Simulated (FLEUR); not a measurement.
# MgO (Fm-3m) in FLEUR: a series of runs

One crystal, MgO, is run at these levels: RPBE; tasks: band structure, equation of state.

Everything below comes from runs of FLEUR MaX-R8.1 (later development tree). Logs are shortened: lines on timing, memory, paths and dates and some standing lists are left out, and cuts for length are marked.

**The experiment to reproduce.**

From “Electronic structure of alkaline earth and post-transition metal oxides”, 2009, arxiv:0908.1581, for a bulk crystal of MgO: band gap 7.83 eV.

The runs below are set against these values where they give the same quantity.

### Step 1. The structure

Symmetry: Fm-3m, No. 225, cubic system. Conventional cell: a = 4.194 Å, b = 4.194 Å, c = 4.194 Å, α = 90.00°, β = 90.00°, γ = 90.00°. Around Mg (site symmetry m-3m) lie 6 O at 2.10 Å. Around O (site symmetry m-3m) lie 6 Mg at 2.10 Å.

The cell is a database's computed one.

### Step 2. Band structure, RPBE

Input file inp.xml:

```xml
<?xml version="1.0" encoding="UTF-8" standalone="no"?>
<fleurInput fleurInputVersion="0.39">
   <comment>
      MgO                                                                                                 
   </comment>
   <calculationSetup>
      <cutoffs Kmax="4.97" Gmax="15.4" GmaxXC="15.4" numbands="0"/>
      <scfLoop itmax="60" minDistance="0.00001" maxIterBroyd="15" imix="Anderson" alpha="0.05" precondParam="0.0" spinf="2.0" sdNocoIR="T"/>
      <coreElectrons ctail="T" frcor="F" kcrel="0" coretail_lmax="0"/>
      <xcFunctional name="Rpbe" relativisticCorrections="F"/>
      <magnetism jspins="1"/>
      <soc l_soc="F" theta="0.0" phi="0.0" spav="F"/>
      <expertModes spex="0" secvar="F"/>
      <geometryOptimization l_f="F" forcealpha="1.0" forcemix="BFGS" epsdisp="0.00001" epsforce="0.00001"/>
      <ldaU l_linMix="F" mixParam="0.05" spinf="1.0"/>
   </calculationSetup>
   <cell>
      <bzIntegration valenceElectrons="16.0" mode="hist" fermiSmearingEnergy="0.00183747">
         <kPointListSelection listName="default-1"/>
         <!-- k-points included here -->
         <xi:include xmlns:xi="http://www.w3.org/2001/XInclude" href="kpts.xml"> </xi:include>
      </bzIntegration>
      <!-- symmetry operations included here -->
      <xi:include xmlns:xi="http://www.w3.org/2001/XInclude" href="sym.xml"> </xi:include>
      <bulkLattice scale="1.0">
         <bravaisMatrix>
            <row-1>    0.0000000000000000     3.9627583151077737     3.9627583151077737</row-1>
            <row-2>    3.9627583151077737     0.0000000000000000     3.9627583151077737</row-2>
            <row-3>    3.9627583151077737     3.9627583151077737     0.0000000000000000</row-3>
         </bravaisMatrix>
      </bulkLattice>
   </cell>
   <atomSpecies>
      <species name="Magnesium (Mg)" element="Mg" atomicNumber="12">
         <mtSphere radius="1.97" gridPoints="651" logIncrement="0.017"/>
         <atomicCutoffs lmax="8" lnonsphr="6"/>
         <electronConfig flipSpins="F">
            <coreConfig>(1s1/2)</coreConfig>
            <valenceConfig>(2s1/2) (2p1/2) (2p3/2) (3s1/2)</valenceConfig>
         </electronConfig>
         <energyParameters s="3" p="2" d="3" f="4"/>
         <lo type="SCLO" l="0" n="2" eDeriv="0"/>
         <lo type="HELO" l="1" n="3" eDeriv="0"/>
         <lo type="HELO" l="1" n="3" eDeriv="1"/>
         <lo type="SCLO" l="2" n="3" eDeriv="2"/>
         <lo type="SCLO" l="3" n="4" eDeriv="2"/>
      </species>
      <species name="Oxygen (O)" element="O" atomicNumber="8">
         <mtSphere radius="1.7" gridPoints="563" logIncrement="0.019"/>
         <atomicCutoffs lmax="8" lnonsphr="6"/>
         <electronConfig flipSpins="F">
            <coreConfig>(1s1/2)</coreConfig>
            <valenceConfig>(2s1/2) (2p1/2) (2p3/2)</valenceConfig>
            <stateOccupation state="(2p1/2)" spinUp="0.666667" spinDown="0.666667"/>
            <stateOccupation state="(2p3/2)" spinUp="1.333333" spinDown="1.333333"/>
         </electronConfig>
         <energyParameters s="2" p="2" d="3" f="4"/>
         <lo type="SCLO" l="0" n="2" eDeriv="2"/>
         <lo type="SCLO" l="1" n="2" eDeriv="2"/>
         <lo type="SCLO" l="2" n="3" eDeriv="2"/>
      </species>
   </atomSpecies>
   <atomGroups>
      <atomGroup species="Magnesium (Mg)">
         <relPos label="                   1">.0000000000 .0000000000 .0000000000</relPos>
         <force calculate="T" relaxXYZ="TTT"/>
      </atomGroup>
      <atomGroup species="Oxygen (O)">
         <relPos label="                   2">1.000/2.000 1.000/2.000 1.000/2.000</relPos>
         <force calculate="T" relaxXYZ="TTT"/>
      </atomGroup>
   </atomGroups>
   <output dos="F" band="F" slice="F">
      <checks vchk="F" cdinf="F"/>
      <bandDOS minEnergy="-.5*Htr" maxEnergy="0.5*Htr" sigma="0.015" storeEVData="T"/>
      <vacuumDOS vacdos="F" integ="F" star="F" nstars="0" locx1="0.0" locy1="0.0" locx2="0.0" locy2="0.0" nstm="0" tworkf="0.0"/>
      <unfoldingBand unfoldBand="F" supercellX="1" supercellY="1" supercellZ="1"/>
      <plotting iplot="0" polar="F">
         <plot TwoD="T" vec1="  1.0  0.0  0.0" vec2="  0.0  1.0  0.0" vec3="  0.0  0.0  1.0" zero="  0.0  0.0  0.0" file="plot"/>
      </plotting>
      <chargeDensitySlicing numkpt="0" minEigenval="0.0" maxEigenval="0.0" nnne="0" pallst="F"/>
      <specialOutput eonly="F"/>
      <moessbauerParams electricFieldGradient="T" isomerShift="T" coreHyperfine="T" valenceHyperfine="T"/>
      <magneticCircularDichroism mcd="F" energyLo="-10.0" energyUp="0.0"/>
   </output>
  <!-- We include the file relax.xml here to enable relaxations (see documentation) -->
  <xi:include xmlns:xi="http://www.w3.org/2001/XInclude" href="relax.xml"> <xi:fallback/> </xi:include>
</fleurInput>
```

Input file crystal.txt:

```
MgO
&input cartesian=F /
0.0000000000  2.0970013927  2.0970013927
2.0970013927  0.0000000000  2.0970013927
2.0970013927  2.0970013927  0.0000000000
1.8897261246
1.0 1.0 1.0

2
12 0.0000000000  0.0000000000  0.0000000000
8 0.5000000000  0.5000000000  0.5000000000

&kpt div1=11 div2=11 div3=11 gamma=T /
```

Input file inp.xml (bands):

```
<?xml version="1.0" encoding="UTF-8" standalone="no"?>
<fleurInput fleurInputVersion="0.39">
   <comment>
      MgO                                                                                                 
   </comment>
   <calculationSetup>
      <cutoffs Kmax="4.97" Gmax="15.4" GmaxXC="15.4" numbands="0"/>
      <scfLoop itmax="60" minDistance="0.00001" maxIterBroyd="15" imix="Anderson" alpha="0.05" precondParam="0.0" spinf="2.0" sdNocoIR="T"/>
      <coreElectrons ctail="T" frcor="F" kcrel="0" coretail_lmax="0"/>
      <xcFunctional name="Rpbe" relativisticCorrections="F"/>
      <magnetism jspins="1"/>
      <soc l_soc="F" theta="0.0" phi="0.0" spav="F"/>
      <expertModes spex="0" secvar="F"/>
      <geometryOptimization l_f="F" forcealpha="1.0" forcemix="BFGS" epsdisp="0.00001" epsforce="0.00001"/>
      <ldaU l_linMix="F" mixParam="0.05" spinf="1.0"/>
   </calculationSetup>
   <cell>
      <bzIntegration valenceElectrons="16.0" mode="hist" fermiSmearingEnergy="0.00183747">
         <kPointListSelection listName="path-1"/>
         <!-- k-points included here -->
         <xi:include xmlns:xi="http://www.w3.org/2001/XInclude" href="kpts.xml"> </xi:include>
      </bzIntegration>
      <!-- symmetry operations included here -->
      <xi:include xmlns:xi="http://www.w3.org/2001/XInclude" href="sym.xml"> </xi:include>
      <bulkLattice scale="1.0">
         <bravaisMatrix>
            <row-1>    0.0000000000000000     3.9627583151077737     3.9627583151077737</row-1>
            <row-2>    3.9627583151077737     0.0000000000000000     3.9627583151077737</row-2>
            <row-3>    3.9627583151077737     3.9627583151077737     0.0000000000000000</row-3>
         </bravaisMatrix>
      </bulkLattice>
   </cell>
   <atomSpecies>
      <species name="Magnesium (Mg)" element="Mg" atomicNumber="12">
         <mtSphere radius="1.97" gridPoints="651" logIncrement="0.017"/>
         <atomicCutoffs lmax="8" lnonsphr="6"/>
         <electronConfig flipSpins="F">
            <coreConfig>(1s1/2)</coreConfig>
            <valenceConfig>(2s1/2) (2p1/2) (2p3/2) (3s1/2)</valenceConfig>
         </electronConfig>
         <energyParameters s="3" p="2" d="3" f="4"/>
         <lo type="SCLO" l="0" n="2" eDeriv="0"/>
         <lo type="HELO" l="1" n="3" eDeriv="0"/>
         <lo type="HELO" l="1" n="3" eDeriv="1"/>
         <lo type="SCLO" l="2" n="3" eDeriv="2"/>
         <lo type="SCLO" l="3" n="4" eDeriv="2"/>
      </species>
      <species name="Oxygen (O)" element="O" atomicNumber="8">
         <mtSphere radius="1.7" gridPoints="563" logIncrement="0.019"/>
         <atomicCutoffs lmax="8" lnonsphr="6"/>
         <electronConfig flipSpins="F">
            <coreConfig>(1s1/2)</coreConfig>
            <valenceConfig>(2s1/2) (2p1/2) (2p3/2)</valenceConfig>
            <stateOccupation state="(2p1/2)" spinUp="0.666667" spinDown="0.666667"/>
            <stateOccupation state="(2p3/2)" spinUp="1.333333" spinDown="1.333333"/>
         </electronConfig>
         <energyParameters s="2" p="2" d="3" f="4"/>
         <lo type="SCLO" l="0" n="2" eDeriv="2"/>
         <lo type="SCLO" l="1" n="2" eDeriv="2"/>
         <lo type="SCLO" l="2" n="3" eDeriv="2"/>
      </species>
   </atomSpecies>
   <atomGroups>
      <atomGroup species="Magnesium (Mg)">
         <relPos label="                   1">.0000000000 .0000000000 .0000000000</relPos>
         <force calculate="T" relaxXYZ="TTT"/>
      </atomGroup>
      <atomGroup species="Oxygen (O)">
         <relPos label="                   2">1.000/2.000 1.000/2.000 1.000/2.000</relPos>
         <force calculate="T" relaxXYZ="TTT"/>
      </atomGroup>
   </atomGroups>
   <output dos="F" band="T" slice="F">
      <checks vchk="F" cdinf="F"/>
      <bandDOS minEnergy="-.5*Htr" maxEnergy="0.5*Htr" sigma="0.015" storeEVData="T"/>
      <vacuumDOS vacdos="F" integ="F" star="F" nstars="0" locx1="0.0" locy1="0.0" locx2="0.0" locy2="0.0" nstm="0" tworkf="0.0"/>
      <unfoldingBand unfoldBand="F" supercellX="1" supercellY="1" supercellZ="1"/>
      <plotting iplot="0" polar="F">
         <plot TwoD="T" vec1="  1.0  0.0  0.0" vec2="  0.0  1.0  0.0" vec3="  0.0  0.0  1.0" zero="  0.0  0.0  0.0" file="plot"/>
      </plotting>
      <chargeDensitySlicing numkpt="0" minEigenval="0.0" maxEigenval="0.0" nnne="0" pallst="F"/>
      <specialOutput eonly="F"/>
      <moessbauerParams electricFieldGradient="T" isomerShift="T" coreHyperfine="T" valenceHyperfine="T"/>
      <magneticCircularDichroism mcd="F" energyLo="-10.0" energyUp="0.0"/>
   </output>
  <!-- We include the file relax.xml here to enable relaxations (see documentation) -->
  <xi:include xmlns:xi="http://www.w3.org/2001/XInclude" href="relax.xml"> <xi:fallback/> </xi:include>
</fleurInput>
```

Potentials or basis: all-electron, FLAPW.

Launch:

```console
$ inpgen -f crystal.txt -profile fastHighL
$ # inp.xml edited to the form shown
$ fleur_MPI
$ fleur_MPI   # second run, on inp.xml (bands)
```

What it wrote:

```text
Welcome to FLEUR        (www.flapw.de)
      MaX-Release 8.1          (www.max-centre.eu)

 ========== k-point set info ==========
 Selected k-point list: default-1
 k-point list type: mesh
 11 x 11 x 11
 Number of k points: 56

 ------------Calculation Setup---------------------------
 Number of MPI-tasks      :            1
 Number of PE/node        :            1
 Number of OMP-threads    :            1
 Most efficient MPI parallelization for:
           1           2           4           7           8          14          28          56
 Additional eigenvalue parallelization possible
 Number of basis functions:          341
 Approximate size of matrices (H+S) per k-point:         0.002 GB
 --------------------------------------------------------
 Iteration:     1   Distance:      25.40370664 me/bohr^3
 Iteration:     2   Distance:      21.84589512 me/bohr^3
 Iteration:     3   Distance:       7.31972836 me/bohr^3
 Iteration:     4   Distance:       4.15597910 me/bohr^3
 Iteration:     5   Distance:       0.69652303 me/bohr^3
 Iteration:     6   Distance:       1.59619535 me/bohr^3
 Iteration:     7   Distance:       0.14410203 me/bohr^3
 Iteration:     8   Distance:       0.10861143 me/bohr^3
 Iteration:     9   Distance:       0.06673672 me/bohr^3
 Iteration:    10   Distance:       0.00939759 me/bohr^3
 Iteration:    11   Distance:       0.00357934 me/bohr^3
 Iteration:    12   Distance:       0.00030854 me/bohr^3
 Iteration:    13   Distance:       0.00041060 me/bohr^3
 Iteration:    14   Distance:       0.00001293 me/bohr^3
 Iteration:    15   Distance:       0.00001190 me/bohr^3
 Iteration:    16   Distance:       0.00001130 me/bohr^3
 Iteration:    17   Distance:       0.00000253 me/bohr^3

 ********************************************************************
 Run finished successfully
 Stop message:
   all done
 ********************************************************************
```

Run time: 30 s. Hardware: 1 thread of Arm Neoverse V1, shared host; peak memory 0.05 GiB.

Results:

```yaml
Free_energy: -7507.0452 eV
Band_gap_on_the_k_mesh: 5.09 eV, direct
Band_gap_along_the_path: 5.09 eV, direct
Valence_electrons_inside_the_program's_atomic_spheres: Mg 8.36; O 5.59 (radii Mg 1.97, O 1.7 bohr)
```

Levels at the corners of the path, in eV from the valence-band top:
```csv
point,band 5,band 6,band 7,band 8,band 9,band 10,band 11,band 12
Γ,-17.49,0.00,0.00,0.00,5.09,16.19,16.19,16.19
X,-15.98,-4.03,-1.33,-1.33,9.42,10.55,13.52,19.61
W,-15.92,-2.92,-2.92,-1.74,12.00,12.00,12.78,16.05
K,-15.95,-3.45,-2.67,-1.14,10.44,12.34,12.92,18.74
Γ,-17.49,0.00,0.00,0.00,5.09,16.19,16.19,16.19
L,-16.19,-4.56,-0.66,-0.66,8.23,13.06,16.83,16.83
U,-15.95,-3.45,-2.67,-1.14,10.44,12.34,12.92,18.74
W,-15.92,-2.92,-2.92,-1.74,12.00,12.00,12.78,16.05
L,-16.19,-4.56,-0.66,-0.66,8.23,13.06,16.83,16.83
K,-15.95,-3.45,-2.67,-1.14,10.44,12.34,12.92,18.74
U,-15.95,-3.45,-2.67,-1.14,10.44,12.34,12.92,18.74
X,-15.98,-4.03,-1.33,-1.33,9.42,10.55,13.52,19.61
```

Core levels (eV from the Fermi level):
```csv
atom,levels
1 Mg,1s1/2 -1251.8
2 O,1s1/2 -503.1
```

### Step 3. Equation of state, RPBE, 8.67 Å³/atom (volume scaled by 0.94)

inp.xml: that of step 2 with these lines changed.

```diff
@@ -6,3 +6,3 @@
    <calculationSetup>
-      <cutoffs Kmax="4.97" Gmax="15.4" GmaxXC="15.4" numbands="0"/>
+      <cutoffs Kmax="5.13" Gmax="15.9" GmaxXC="15.9" numbands="0"/>
       <scfLoop itmax="60" minDistance="0.00001" maxIterBroyd="15" imix="Anderson" alpha="0.05" precondParam="0.0" spinf="2.0" sdNocoIR="T"/>
@@ -24,3 +24,3 @@
       <xi:include xmlns:xi="http://www.w3.org/2001/XInclude" href="sym.xml"> </xi:include>
-      <bulkLattice scale="1.0">
+      <bulkLattice scale="0.9795861087">
          <bravaisMatrix>
@@ -34,3 +34,3 @@
       <species name="Magnesium (Mg)" element="Mg" atomicNumber="12">
-         <mtSphere radius="1.97" gridPoints="651" logIncrement="0.017"/>
+         <mtSphere radius="1.91" gridPoints="651" logIncrement="0.017"/>
          <atomicCutoffs lmax="8" lnonsphr="6"/>
@@ -48,3 +48,3 @@
       <species name="Oxygen (O)" element="O" atomicNumber="8">
-         <mtSphere radius="1.7" gridPoints="563" logIncrement="0.019"/>
+         <mtSphere radius="1.65" gridPoints="563" logIncrement="0.019"/>
          <atomicCutoffs lmax="8" lnonsphr="6"/>
```

Potentials or basis: all-electron, FLAPW.

Launch:

```console
$ inpgen -f crystal.txt -profile fastHighL
$ # inp.xml edited to the form shown
$ fleur_MPI
```

It took 27 s on 1 thread of Arm Neoverse V1, shared host; peak memory 0.08 GiB.

Results (log left out):

| Item | Value |
| --- | --- |
| Free energy | -7506.9206 eV |
| Band gap on the k mesh | 5.72 eV, direct |
| Valence electrons inside the program's atomic spheres | Mg 8.33; O 5.48 (radii Mg 1.91, O 1.65 bohr) |

### Step 4. Equation of state, RPBE, 8.85 Å³/atom (volume scaled by 0.96)

inp.xml: that of step 3 with these lines changed.

```diff
@@ -24,3 +24,3 @@
       <xi:include xmlns:xi="http://www.w3.org/2001/XInclude" href="sym.xml"> </xi:include>
-      <bulkLattice scale="0.9795861087">
+      <bulkLattice scale="0.9864848297">
          <bravaisMatrix>
```

Launch:

```console
$ inpgen -f crystal.txt -profile fastHighL
$ # inp.xml edited to the form shown
$ fleur_MPI
```

It took 28 s on 1 thread of Arm Neoverse V1, shared host; peak memory 0.09 GiB.

It converged, with:

| Item | Value |
| --- | --- |
| Free energy | -7506.9722 eV |
| Band gap on the k mesh | 5.50 eV, direct |
| Valence electrons inside the program's atomic spheres | Mg 8.32; O 5.47 (radii Mg 1.91, O 1.65 bohr) |

### Step 5. Equation of state, RPBE, 9.22 Å³/atom

inp.xml: that of step 4 with these lines changed.

```diff
@@ -24,3 +24,3 @@
       <xi:include xmlns:xi="http://www.w3.org/2001/XInclude" href="sym.xml"> </xi:include>
-      <bulkLattice scale="0.9864848297">
+      <bulkLattice scale="1.0000000000">
          <bravaisMatrix>
```

Launch:

```console
$ inpgen -f crystal.txt -profile fastHighL
$ # inp.xml edited to the form shown
$ fleur_MPI
```

Run time: 27 s. Hardware: 1 thread of Arm Neoverse V1, shared host; peak memory 0.09 GiB.

Results (log left out):

| Property | Result |
| --- | --- |
| Free energy | -7507.0454 eV |
| Band gap on the k mesh | 5.09 eV, direct |
| Valence electrons inside the program's atomic spheres | Mg 8.29; O 5.44 (radii Mg 1.91, O 1.65 bohr) |

### Step 6. Equation of state, RPBE, 9.59 Å³/atom (volume scaled by 1.04)

inp.xml: that of step 5 with these lines changed.

```diff
@@ -24,3 +24,3 @@
       <xi:include xmlns:xi="http://www.w3.org/2001/XInclude" href="sym.xml"> </xi:include>
-      <bulkLattice scale="1.0000000000">
+      <bulkLattice scale="1.0131594038">
          <bravaisMatrix>
```

Potentials or basis: all-electron, FLAPW.

Launch:

```console
$ inpgen -f crystal.txt -profile fastHighL
$ # inp.xml edited to the form shown
$ fleur_MPI
```

Run time: 29 s. Hardware: 1 thread of Arm Neoverse V1, shared host; peak memory 0.09 GiB.

Results (log left out):

| Quantity | Value |
| --- | --- |
| Free energy | -7507.0843 eV |
| Band gap on the k mesh | 4.71 eV, direct |
| Valence electrons inside the program's atomic spheres | Mg 8.27; O 5.42 (radii Mg 1.91, O 1.65 bohr) |

### Step 7. Equation of state, RPBE, 9.77 Å³/atom (volume scaled by 1.06)

inp.xml: that of step 6 with these lines changed.

```diff
@@ -24,3 +24,3 @@
       <xi:include xmlns:xi="http://www.w3.org/2001/XInclude" href="sym.xml"> </xi:include>
-      <bulkLattice scale="1.0131594038">
+      <bulkLattice scale="1.0196128224">
          <bravaisMatrix>
```

Launch:

```console
$ inpgen -f crystal.txt -profile fastHighL
$ # inp.xml edited to the form shown
$ fleur_MPI
```

Run time: 35 s. Hardware: 1 thread of Arm Neoverse V1, shared host; peak memory 0.09 GiB.

The run converged. Its results:

| Item | Value |
| --- | --- |
| Free energy | -7507.0928 eV |
| Band gap on the k mesh | 4.54 eV, direct |
| Valence electrons inside the program's atomic spheres | Mg 8.26; O 5.40 (radii Mg 1.91, O 1.65 bohr) |

### Step 8. Equation of state, RPBE

No new run: the results of the series are fitted here.

What came out:

| Item | Value |
| --- | --- |
| Equilibrium volume | 9.93 Å³/atom (rough: see the caveat) |
| Bulk modulus | 139 GPa (rough) |

Energy against volume, from the lowest point:
```tsv
volume (Å³/atom)	energy (meV/atom)
8.668	86.07
8.853	60.30
9.221	23.72
9.590	4.27
9.775	0.00
```

Caveat: the minimum lies outside the volumes run.

### Step 9. Against experiment

Step 2. Against the measured gap of MgO, 7.83 eV (quoted in “Electronic structure of alkaline earth and post-transition metal oxides”, 2009, arxiv:0908.1581), the calculated 5.09 eV is off by -2.74 eV. The value is that of RPBE, without temperature or zero-point motion. Semilocal functionals fall short of measured gaps as a rule. The cell is a database's relaxed one, not the measured one, which moves gaps too.
